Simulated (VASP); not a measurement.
## VASP 6.6.1 run: GaAs

INCAR

```
ENCUT = 300
PREC = Accurate
GGA = PE
LWAVE = .FALSE.
LCHARG = .FALSE.
EDIFF = 1E-7
NBANDS = 16
LREAL = .FALSE.
ISMEAR = -1
NSW = 0
LASPH = .TRUE.
ALGO = Conjugate
SIGMA = 0.02
NELM = 120
ISIF = 2
IBRION = -1
```

KPOINTS

```
KPOINTS created by Atomic Simulation Environment
0
Gamma
8 8 8
0 0 0
```

POSCAR

```
Ga As
 1.0000000000000000
     0.0000000000000000    2.8755813722000001    2.8755813722000001
     2.8755813722000001    0.0000000000000000    2.8755813722000001
     2.8755813722000001    2.8755813722000001    0.0000000000000000
 Ga  As
   1   1
Cartesian
  0.0000000000000000  0.0000000000000000  0.0000000000000000
  1.4377906860999998  1.4377906860999998  1.4377906860999998
```

The recommended PBE PAW datasets give the neutral cell 18 valence electrons.

Command

```
mpirun -np 1 vasp_std
```

How does this run end, and what does it give?

It converged. Results: gap between bands v and c on the k mesh 0.14 eV; least direct gap on the k mesh 0.14 eV; pressure -0.1 GPa. Band v is the last that the valence electrons fill when counted band by band, and c is the next.

OSZICAR

```
N       E                     dE             d eps       ncg     rms           ort
DAV:   1     0.667631994529E+02    0.66763E+02   -0.67042E+03   464   0.129E+03
DAV:   2    -0.339976422210E+01   -0.70163E+02   -0.67461E+02   464   0.240E+02
DAV:   3    -0.835778825919E+01   -0.49580E+01   -0.49485E+01   464   0.562E+01
DAV:   4    -0.842030017782E+01   -0.62512E-01   -0.62507E-01   464   0.684E+00
DAV:   5    -0.842120619374E+01   -0.90602E-03   -0.90600E-03   464   0.739E-01
SDA:   6    -0.809992702614E+01    0.32128E+00   -0.90600E-03   464   0.649E+00   0.000E+00
CGA:   7    -0.822699754338E+01   -0.12707E+00   -0.12708E+00   464   0.160E+00   0.149E-02
CGA:   8    -0.826422780566E+01   -0.37230E-01   -0.37242E-01   464   0.200E-01  -0.189E-03
CGA:   9    -0.826978992752E+01   -0.55621E-02   -0.55623E-02   464   0.628E-02   0.241E-05
CGA:  10    -0.827159779641E+01   -0.18079E-02   -0.18079E-02   464   0.821E-03  -0.632E-06
CGA:  11    -0.827185060197E+01   -0.25281E-03   -0.25249E-03   464   0.266E-03   0.348E-05
CGA:  12    -0.827191903632E+01   -0.68434E-04   -0.68334E-04   464   0.291E-04   0.347E-05
CGA:  13    -0.827192990822E+01   -0.10872E-04   -0.10659E-04   464   0.845E-05   0.162E-05
CGA:  14    -0.827193205709E+01   -0.21489E-05   -0.21497E-05   464   0.135E-05   0.357E-06
CGA:  15    -0.827193263273E+01   -0.57564E-06   -0.56046E-06   464   0.303E-06   0.990E-07
CGA:  16    -0.827193271760E+01   -0.84869E-07   -0.84790E-07   464   0.636E-07   0.354E-07
   1 F= -.82719327E+01 E0= -.82719148E+01  d E =-.358141E-04
```

For comparison, a separate PBE run of the intended cell, on usual settings and not on those above, gives a gap of 0.14 eV on its mesh and a pressure of 0.0 GPa.
